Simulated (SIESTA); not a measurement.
The system is CdSe (Cadmoselite).

```
Cd Se
1.0
     4.30000    0.00000    0.00000
    -2.15000    3.72391    0.00000
     0.00000    0.00000    7.02000
Cd Se
2 2
Direct
  0.66667 0.33333 0.50000
  0.33333 0.66667 0.00000
  0.66667 0.33333 0.88500
  0.33333 0.66667 0.38500
```

Base run:

- Program: SIESTA 5.4.2
- Functional: RPBE
- Potentials or basis: PseudoDojo 0.4 standard (PBE files)
- Basis: DZP (energy shift 0.003 Ry; two zetas on semicore shells)
- Grid cutoff: 800 Ry
- Energy shift: 0.003 Ry
- k mesh: 7 × 7 × 4
- Occupations: fermi-dirac, width 0.05 eV
- Spin: no spin polarisation

Its results: band gap on the k mesh 1.08 eV, direct; pressure 5.2 GPa; largest force 0.331 eV/Å.

Task: The run is repeated on the same cell with these changes: functional from RPBE to PBE; potentials or basis from PseudoDojo 0.4 standard (PBE files) to SG15 1.2 (PBE files) or PseudoDojo by element; valence electrons from 72 to 52. What comes out?

Result: Band gap on the k mesh 1.59 eV, direct; pressure 3.5 GPa; largest force 0.320 eV/Å.

Caveats: the basis of atomic orbitals isn't converged, which shifts pressures, moduli and gaps; the potentials were made for another functional, which shifts forces and pressure (some runs).
